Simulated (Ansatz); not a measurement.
# W: substituted relatives

One table from this session's results is given with a row withheld; the runs are named, their logs left out.

Program: Ansatz 0.2.0. Level of theory: DFT PBEsol, scalar-relativistic, plane waves, PAW. These are calculated values, not measurements.

1 further run of the same task is left out (set aside as unsound or not needed).

## Starting point

It takes space group Im-3m (No. 229, cubic). The conventional cell has a = 3.154 Å, b = 3.154 Å, c = 3.154 Å, α = 90.00°, β = 90.00°, γ = 90.00°. W (site symmetry m-3m) is surrounded by 8 W at 2.73 Å.

Coordinates:

```xyz
1
Lattice="-1.5772 1.5772 1.5772 1.5772 -1.5772 1.5772 1.5772 1.5772 -1.5772" Properties=species:S:1:pos:R:3 pbc="T T T"
W     0.0000    0.0000    0.0000
```

It goes back to an entry of the Materials Project.

It is the result of an earlier relaxation at this level (volume 15.69 Å³/atom; gap on the mesh: none (metal)).

Set-up of the first run:

The input, input.yaml:

```yaml
crystal:
  lattice:
    - [-1.5161409175, 1.5161409175, 1.5161409175]
    - [1.5161409175, -1.5161409175, 1.5161409175]
    - [1.5161409175, 1.5161409175, -1.5161409175]
  atoms:
    - { symbol: V, position: [0.0, 0.0, 0.0], spin: 2.0 }
basis:
  ecutwfc: 420
kpoints:
  mp_grid: { grid: [8, 8, 8] }
hamiltonian:
  xc: pbesol
scf:
  occupations: { method: gaussian, width: 0.1 }
  lower_state_search: "off"
output:
  forces: true
  stress: true
  eigenvalues: true
  populations: true
magnetization:
  spin_polarized: true
```

Launch:

```bash
> ansatz run input.yaml --threads 1 --pin off --max-ram 2560MiB --backend cpu --events-out ev --progress --plain --runs-dir out
```

Steps of the session up to this table: Probe: one point at the start (V); Rough relaxation on the coarse mesh (V); Relaxing cell and atoms (V); Quick check of gap, pressure and forces (Cr); Relaxing cell and atoms (Cr); A first look at the start (Re); Coarse relaxation (Re); Full relaxation (Re).

One of the session's tables, all rows but one given; the rest of the session is left out.

```
  swap  volume (Å³/atom)  a (Å)  b (Å)  c (Å)
  none             15.69  2.732  2.732  2.732
 W → V             12.95  2.562  2.562  2.562
W → Cr             11.14  2.437  2.437  2.437
W → Re                 ?      ?      ?      ?
```

Estimate the missing values for W → Re.

**Answer.** volume (Å³/atom): 14.68; a (Å): 2.672; b (Å): 2.672; c (Å): 2.672. In the column «volume (Å³/atom)» it lies between W → V (12.95) and none (15.69).

Lengths are those of the computed cell.

Caveats from the session: Some runs ended without the moments they were started with. The runs treat Re, W without spin-orbit coupling. Warnings in the runs' records: seeded moment not kept, filled band counts differ across k points.
